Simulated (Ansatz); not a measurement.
Runs of Ansatz 0.2.0 on Ca. It takes space group Im-3m (No. 229, cubic). Conventional cell: a = 4.480 Å, b = 4.480 Å, c = 4.480 Å, α = 90.00°, β = 90.00°, γ = 90.00°. Around Ca (site symmetry m-3m) lie 8 Ca at 3.88 Å. This isn't the form of Ca at room conditions, which is fcc.

```tsv
task	level	potentials or basis	spin	cell	k mesh	cutoff (eV)	smearing	driver	points for each segment of the path	other keys	gap on the mesh (eV)	pressure (GPa)
single point	revPBE	PseudoDojo standard (PBE files)	off	as given	8 × 8 × 8	925	gaussian 0.15 eV	-	-	-	none	-0.4
density of states	r2SCAN+rVV10	Ansatz PAW	off	as given	6 × 6 × 6	500	gaussian 0.01 eV	-	-	-	none	-0.7
electric field gradients	PBE0+D4	Ansatz PAW accurate	off	as given	6 × 6 × 6	620	methfessel-paxton 0.01 eV	chain	-	-	none	-0.7
projected density of states	PBE0	JTH PAW	off	as given	6 × 6 × 6	870	fermi-dirac 0.1 eV	-	-	-	none	(a)
single point	revPBE+D3(BJ)-ATM	JTH PAW	off	as given	8 × 8 × 8	870	cold 0.1 eV	-	-	scf.mixing.preconditioner = local_kerker; …	none	-1.6
band structure	rPW86-PBE	JTH PAW	off	cell strained at random at fixed volume	6 × 6 × 6	870	methfessel-paxton 0.15 eV	-	14	-	none	-1.1
single point	revPBE	PseudoDojo standard	off	as given	8 × 8 × 8	925	gaussian 0.15 eV	calculator	-	-	-	-0.4
density of states	HISS+D3(BJ)	PseudoDojo stringent	collinear, program default start	volume scaled by 0.96	6 × 6 × 6	925	gaussian 0.02 eV	chain	-	magnetization = spin_polarized True; …	none	-0.3
```

Q: Fill in the values left out.

A: (a) -0.2.

Caveats: the cell was measured hot, at 740 K; pairwise dispersion overbinds metals, which lowers pressure and volume (some runs); the thresholds are loose for stress (some runs); the potentials were made for another functional, which shifts forces and pressure (some runs); the PAW data sets come from PBE, with cores solved anew for the run's functional, which leaves a small shift of forces and pressure (some runs); the PAW data sets were made with another functional, which shifts forces and pressure a little (some runs); the dispersion damping was fitted for another functional or another form of the correction (some runs).

A gap of «none» marks a metal or a gap under the smearing width.

Runs at the PBE level aren't shown here.
